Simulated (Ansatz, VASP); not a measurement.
## Ni: VASP beside Ansatz

File INCAR:

```
ALGO = Normal
EDIFF = 1E-6
ENCUT = 520
GGA = PE
ISIF = 2
ISMEAR = 0
ISPIN = 2
LASPH = True
LCHARG = False
LMAXMIX = 4
LORBIT = 11
LREAL = False
LWAVE = False
MAGMOM = 1
NBANDS = 15
NELM = 120
PREC = Accurate
SIGMA = 0.014
```

File KPOINTS:

```
k-points
0
Gamma
  13 13 13
```

File POSCAR:

```
Ni
1.0
    0.0000000000      1.7375729330      1.7375729330
    1.7375729330      0.0000000000      1.7375729330
    1.7375729330      1.7375729330      0.0000000000
Ni
1
Direct
    0.0000000000      0.0000000000      0.0000000000
```

input.yaml

```yaml
crystal:
  lattice:
    - [0.0, 1.737572933, 1.737572933]
    - [1.737572933, 0.0, 1.737572933]
    - [1.737572933, 1.737572933, 0.0]
  atoms:
    - { symbol: Ni, position: [0.0, 0.0, 0.0], spin: 1.0 }
hamiltonian:
  xc: pbe
  pseudopotentials: { kind: paw }
magnetization:
  spin_polarized: true
kpoints:
  mp_grid: { grid: [13, 13, 13] }
scf:
  occupations: { method: gaussian, width: 0.014 }
output:
  forces: true
  stress: true
  eigenvalues: true
  write_density: true
  write_potential: true
  elf: true
  volumetric_format: npy
```

Alike in both runs: task single point; functional PBE; k mesh 13 × 13 × 13; occupations gaussian, width 0.014 eV; collinear spin, ferromagnetic start.

|  | VASP | Ansatz |
| --- | --- | --- |
| version | VASP 6.6.1 | Ansatz 0.2.0 |
| potentials or method | VASP PAW PBE potentials, release 64 (Ni) | Ansatz PAW |
| plane-wave cutoff (eV) | 520 | 420 |
| valence electrons in the cell | 10 | 18 |

Ansatz gave:

| Item | Value |
| --- | --- |
| gap on the k mesh at the Fermi level (eV) | none |
| pressure (GPa) | 8.0 |
| net moment per atom (μB) | 0.64 |
| size of the moment on the site where the two differ most (μB) | 0.68 |

Q: Which values does VASP return?

A: gap on the k mesh at the Fermi level (eV): none; pressure (GPa): 7.8; net moment per atom (μB): 0.62; size of the moment on the site where the two differ most (μB): 0.63.

Site moments also hang on the region over which each program counts them. A gap of «none» marks a metal or a gap that the smearing closes. With one functional, cell and mesh, what is left measures potentials, basis and numerics. The two sets of potentials don't hold the same shells in valence.
